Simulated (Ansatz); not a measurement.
CaF₂ under pressure

The calculation used DFT LDA, scalar-relativistic, plane waves, PAW in Ansatz 0.2.0. Cutoff 420 eV, 8×8×8 k-points (Γ-centred), fixed occupations. No spin polarisation. Phonons by linear response, acoustic sum rule imposed.

Relaxed structure:
```yaml
crystal:
  lattice:
    - [0.00000, 2.66299, 2.66299]
    - [2.66299, 0.00000, 2.66299]
    - [2.66299, 2.66299, 0.00000]
  atoms:
    - { symbol: Ca, position: [0.00000, 0.00000, 0.00000] }
    - { symbol: F, position: [0.25000, 0.25000, 0.25000] }
    - { symbol: F, position: [0.75000, 0.75000, 0.75000] }
```

Task: The cell is relaxed again at -3 and 1 and 2 and 6 and 7 and 9 and 16 and 18 and 20 and 30 and 35 and 40 GPa. How do volume, gap and optical modes at Γ (cm⁻¹, counted from the lowest optical one; a degenerate one stands once) change?

Result:
```
          0 GPa  -3 GPa  1 GPa  2 GPa  6 GPa  7 GPa  9 GPa  16 GPa  18 GPa  20 GPa  30 GPa  35 GPa  40 GPa
    V/V0  1.000   1.032  0.990  0.981  0.949  0.942  0.928   0.887   0.877   0.867   0.826   0.808   0.792
gap (eV)   7.38    7.19   7.44   7.50   7.71   7.76   7.86    8.16    8.24    8.31    8.54    8.59    8.64
ε∞, mean   2.37    2.35   2.38   2.38   2.41   2.41   2.42    2.46    2.47    2.48    2.52    2.54    2.56
  mode 1    278     255    284    291    316    321    332     366     375     383     422     439     455
  mode 4    339     322    344    350    369    373    382     410     417     424     457     472     486
```

Cost: 13 runs of about 6.1 core-minutes in all, on Intel Xeon Platinum 8375C (Ice Lake), Intel Xeon Processor @ 2.50GHz (Skylake/Cascade Lake), Intel Xeon 6975P-C (Granite Rapids) and other processors (shared hosts).